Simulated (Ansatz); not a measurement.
The system is CdTe.

```
CELL_PARAMETERS angstrom
0.00000 3.20500 3.20500
3.20500 0.00000 3.20500
3.20500 3.20500 0.00000
ATOMIC_POSITIONS crystal
Te 0.75000 0.75000 0.75000
Cd 0.00000 0.00000 0.00000
```

```yaml
Program: Ansatz 0.2.0
Task: relaxation of cell and atoms
Functional: rPW86-PBE
Dispersion: rVV10
Potentials_or_basis: Ansatz PAW
Cutoff: "420 eV (not typed: the program's choice for these potentials)"
k_mesh: 7 × 7 × 7
Occupations: fermi-dirac, width 0.05 eV
Spin: no spin polarisation
```

At the start: volume 32.92 Å³/atom.

How do energy, volume and symmetry change on relaxing?

It ends after 5 steps and the volume is 36.27 Å³/atom (+10.2 %); space group F-43m (No. 216, to 0.05 Å).

Step by step:
```csv
step,energy change (eV),largest force (eV/Å),volume (Å³)
1,0.0000,0.0000,65.84
2,-0.0662,0.0000,75.95
3,-0.0830,0.0000,73.18
4,-0.0838,0.0000,72.55
5,-0.0865,0.0000,72.55
```

Final structure:
```
CELL_PARAMETERS angstrom
0.00000 3.31030 3.31030
3.31030 0.00000 3.31030
3.31030 3.31030 0.00000
ATOMIC_POSITIONS crystal
Te 0.75000 0.75000 0.75000
Cd 0.00000 0.00000 0.00000
```

Caveat: the plane-wave basis is chosen anew once the cell has moved, so the energies of steps on either side of that aren't comparable; the volume moved by +10 % from the deposited cell, more than functionals usually miss; the PAW data sets come from PBE, with cores solved anew for the run's functional, which leaves a small shift of forces and pressure.
